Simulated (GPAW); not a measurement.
Input of a GPAW 26.7.0 run:

Contents of run.py:

```python
from ase.calculators.mixing import SumCalculator
from ase.eos import EquationOfState
from ase.io import Trajectory, read
from ase.units import GPa
from dftd3.ase import DFTD3
from gpaw import GPAW, PW

atoms = read('POSCAR')

traj = Trajectory('eos.traj', 'w')
volumes, energies = [], []
for x in [0.94, 0.96, 0.98, 1.0, 1.02, 1.04, 1.06]:
    a = atoms.copy()
    a.set_cell(atoms.cell * x**(1 / 3), scale_atoms=True)
    calc = GPAW(mode=PW(800),
                xc='MGGA_X_RSCAN+MGGA_C_RSCAN',
                kpts={'size': (10, 10, 10), 'gamma': True},
                occupations={'name': 'fermi-dirac', 'width': 0.05},
                nbands=11,
                convergence={'density': 1e-05, 'energy': 1e-05},
                maxiter=150,
                txt=f'eos-{x:.2f}.txt')
    a.calc = SumCalculator([calc, DFTD3(method='rscan', damping='d3bj')])
    energies.append(a.get_potential_energy())
    volumes.append(a.get_volume())
    p = -a.get_stress()[:3].mean() / GPa
    calc.write(f'eos-{x:.2f}.gpw')
    traj.write(a)
    print(f'{x:.2f} {volumes[-1]:10.4f} A^3 {energies[-1]:14.6f} eV {p:9.3f} GPa', flush=True)

v0, e0, B = EquationOfState(volumes, energies, eos='birchmurnaghan').fit()
print(f'V0 = {v0:.4f} A^3, E0 = {e0:.6f} eV, B0 = {B / GPa:.2f} GPa')
```

The input POSCAR:

```
C
1.0
    0.0000000000      1.7833700000      1.7833700000
    1.7833700000      0.0000000000      1.7833700000
    1.7833700000      1.7833700000      0.0000000000
C
2
Direct
    0.7500000000      0.7500000000      0.7500000000
    0.5000000000      0.5000000000      0.5000000000
```

Potentials or basis: GPAW PAW data sets (gpaw-data 1.2.1), pw.

Command:

```console
$ OMP_NUM_THREADS=1 python run.py
```

(1) What does it give for the bulk modulus?

(2) Estimate the equilibrium volume.

Results:

(1) 460 GPa (rough).

(2) 5.58 Å³/atom (rough: see the caveat).

Caveat: the points scatter about the fit; the PAW data sets were made with another functional, which shifts forces and pressure a little.
